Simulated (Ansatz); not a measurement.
# Cs: single points about a listed cell

A set of self-consistent runs on Cs under further strains and shifts, swapped elements, distortions that keep the symmetry, to map its energy surface near the listed cell.

Computed with Ansatz 0.2.0 (DFT PBE, scalar-relativistic, plane waves, PAW, unless a step's input says otherwise).

### 1 The starting structure

Symmetry: Pbcm, No. 57, orthorhombic system. The conventional cell has a = 5.519 Å, b = 10.052 Å, c = 8.988 Å, α = 90.00°, β = 90.00°, γ = 90.00°.

Coordinates:

```cif
data_structure
_symmetry_space_group_name_H-M 'P 1'
_symmetry_Int_Tables_number 1
_cell_length_a 5.5193
_cell_length_b 10.0517
_cell_length_c 8.9881
_cell_angle_alpha 90.000
_cell_angle_beta 90.000
_cell_angle_gamma 90.000
_cell_volume 498.64
loop_
_atom_site_label
_atom_site_type_symbol
_atom_site_fract_x
_atom_site_fract_y
_atom_site_fract_z
_atom_site_occupancy
Cs1 Cs 0.73930 0.39474 0.75000 1
Cs2 Cs 0.26070 0.60526 0.25000 1
Cs3 Cs 0.73930 0.10526 0.25000 1
Cs4 Cs 0.26070 0.89474 0.75000 1
```

The structure comes from the Materials Project (structure only).

### 2 One element swapped, cell strained: Cs → Rb, first probe

What differs from the listed cell: Rb takes all sites of Cs, and lengths are scaled by 0.941 as a first guess of the size; strain xx, yy, zz, yz, xz, xy = -1.8, -1.5, -0.1, +0.0, +0.0, +0.0 %; atoms moved by 0.15 Å root mean square, at most 0.15 Å.

Input file input.yaml:

```yaml
crystal:
  lattice:
    - [5.1004625244, 0.0, 0.0]
    - [0.0, 9.3180092673, 0.0]
    - [0.0, 0.0, 8.4459595763]
  atoms:
    - { symbol: Rb, position: [0.7144931769, 0.4008379998, 0.75] }
    - { symbol: Rb, position: [0.2855068231, 0.5991620002, 0.25] }
    - { symbol: Rb, position: [0.7144931769, 0.0991620002, 0.25] }
    - { symbol: Rb, position: [0.2855068231, 0.9008379998, 0.75] }
basis:
  ecutwfc: 420
kpoints:
  mp_grid: { grid: [4, 2, 2] }
hamiltonian:
  xc: pbe
scf:
  occupations: { method: gaussian, width: 0.1 }
output:
  forces: true
  stress: true
  eigenvalues: true
```

The run is started by

```bash
ansatz run input.yaml --threads 1 --pin off --max-ram 1331MiB --backend cpu --events-out ev --progress --plain --runs-dir out
```

### 3 One element swapped, cell strained: Cs → Rb

input.yaml, as its differences from that of step 2:

```diff
@@ -13,3 +13,3 @@
 kpoints:
-  mp_grid: { grid: [4, 2, 2] }
+  mp_grid: { grid: [8, 6, 6] }
 hamiltonian:
```

### 4 Substitution of an element, cell strained: Cs → Na, first probe

Input file input.yaml:

```yaml
crystal:
  lattice:
    - [4.3949849101, 0.0, 0.0]
    - [0.0, 8.0041546376, 0.0]
    - [0.0, 0.0, 7.1572046084]
  atoms:
    - { symbol: Na, position: [0.73930103, 0.3947436, 0.75] }
    - { symbol: Na, position: [0.26069897, 0.6052564, 0.25] }
    - { symbol: Na, position: [0.73930103, 0.1052564, 0.25] }
    - { symbol: Na, position: [0.26069897, 0.8947436, 0.75] }
basis:
  ecutwfc: 420
kpoints:
  mp_grid: { grid: [4, 2, 4] }
hamiltonian:
  xc: pbe
scf:
  occupations: { method: gaussian, width: 0.1 }
output:
  forces: true
  stress: true
  eigenvalues: true
```

### 5 Substitution of an element, cell strained: Cs → Na

input.yaml, as its differences from that of step 4:

```diff
@@ -13,3 +13,3 @@
 kpoints:
-  mp_grid: { grid: [4, 2, 4] }
+  mp_grid: { grid: [10, 6, 6] }
 hamiltonian:
```

### 6 A distortion of lower symmetry

Input file input.yaml:

```yaml
crystal:
  lattice:
    - [5.5153385774, 0.0, 0.331155435]
    - [0.0, 10.7592193608, 0.0]
    - [0.5392844922, 0.0, 9.5919836205]
  atoms:
    - { symbol: Cs, position: [0.7328470256, 0.3932721633, 0.7501998007] }
    - { symbol: Cs, position: [0.2590233628, 0.6067278367, 0.2497547984] }
    - { symbol: Cs, position: [0.7409766372, 0.1067278367, 0.2502452016] }
    - { symbol: Cs, position: [0.2671529744, 0.8932721633, 0.7498001993] }
basis:
  ecutwfc: 420
kpoints:
  mp_grid: { grid: [8, 4, 4] }
hamiltonian:
  xc: pbe
scf:
  occupations: { method: gaussian, width: 0.1 }
output:
  forces: true
  stress: true
  eigenvalues: true
  populations: true
```

### 7 One element swapped, cell strained: Cs → Na, first probe

Input file input.yaml:

```yaml
crystal:
  lattice:
    - [4.3664367782, 0.0, 0.0]
    - [0.0, 8.0893726286, 0.0]
    - [0.0, 0.0, 7.3899474182]
  atoms:
    - { symbol: Na, position: [0.7692679008, 0.3760931121, 0.75] }
    - { symbol: Na, position: [0.2307320992, 0.6239068879, 0.25] }
    - { symbol: Na, position: [0.7692679008, 0.1239068879, 0.25] }
    - { symbol: Na, position: [0.2307320992, 0.8760931121, 0.75] }
basis:
  ecutwfc: 420
kpoints:
  mp_grid: { grid: [4, 2, 4] }
hamiltonian:
  xc: pbe
scf:
  occupations: { method: gaussian, width: 0.1 }
output:
  forces: true
  stress: true
  eigenvalues: true
```

### 8 Substitution of an element, cell strained: Cs → Na

input.yaml, as its differences from that of step 7:

```diff
@@ -13,3 +13,3 @@
 kpoints:
-  mp_grid: { grid: [4, 2, 4] }
+  mp_grid: { grid: [10, 6, 6] }
 hamiltonian:
```

### 9 A change within the space group

Input file input.yaml:

```yaml
crystal:
  lattice:
    - [5.5339384743, 0.0, 0.0]
    - [0.0, 10.3952479737, 0.0]
    - [0.0, 0.0, 8.6143507169]
  atoms:
    - { symbol: Cs, position: [0.7086210605, 0.4130411893, 0.75] }
    - { symbol: Cs, position: [0.2913789395, 0.5869588107, 0.25] }
    - { symbol: Cs, position: [0.7086210605, 0.0869588107, 0.25] }
    - { symbol: Cs, position: [0.2913789395, 0.9130411893, 0.75] }
basis:
  ecutwfc: 420
kpoints:
  mp_grid: { grid: [8, 4, 6] }
hamiltonian:
  xc: pbe
scf:
  occupations: { method: gaussian, width: 0.1 }
output:
  forces: true
  stress: true
  eigenvalues: true
  populations: true
```

Before running it: what results should come out? Wanted: for each run, case; energy; pressure; largest force.

**Answer**, as computed:

```
step                                                case  energy (meV/atom)  pressure (GPa)  largest force (eV/Å)  gap on the mesh (eV)
   3         one element swapped, cell strained: Cs → Rb                n/a            -0.2                  0.04                  0.00
   5  substitution of an element, cell strained: Cs → Na                n/a            -1.5                  0.02                  0.00
   6                      a distortion of lower symmetry               +0.0            -0.3                  0.01                  0.00
   8  substitution of an element, cell strained: Cs → Na                n/a            -1.5                  0.03                  0.00
   9                     a change within the space group             -15.5*            -0.1                  0.05                  0.00
```

Energies are counted from step 6, with the smearing taken to zero; a star marks another k mesh, which can shift energies by itself, so starred rows don't rank against the others. Other atoms or functionals have another zero of energy (n/a). A gap of 0.00 means none on the mesh at this level.

What this shows: Among the distorted cells of the listed formula and level the largest force, 0.05 eV/Å, comes in step 9, shared by 4 atoms. The distorted cells of the listed formula and level show no gap on the mesh.
